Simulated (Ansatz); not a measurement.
The system is Au.

```
Au
1.0
     2.90000    0.00000    0.00000
    -1.45000    2.51147    0.00000
     0.00000    0.00000    4.88000
Au
2
Direct
  0.66667 0.33333 0.25000
  0.33333 0.66667 0.75000
```

This isn't the form of Au at room conditions, which is fcc.

Base run:

- Program: Ansatz 0.2.0
- Functional: PBEsol
- Potentials or basis: Ansatz PAW
- Cutoff: 420 eV
- Density cutoff: 1680 eV
- k mesh: 11 × 11 × 6
- Occupations: fermi-dirac, width 0.05 eV
- Spin: no spin polarisation

Its results: band gap on the k mesh none (metal or under the smearing width); pressure -6.4 GPa.

**Question.** The run is repeated on the same cell with these changes: spin from no spin polarisation to spin-orbit coupling, no magnetisation; potential files from those of the base run to others of the same set. What comes out?

**Answer.** Band gap on the k mesh none (metal or under the smearing width); pressure -8.0 GPa.

Caveats: the PAW data sets come from PBE, with cores solved anew for the run's functional, which leaves a small shift of forces and pressure.

Not every run made on this cell is shown here.
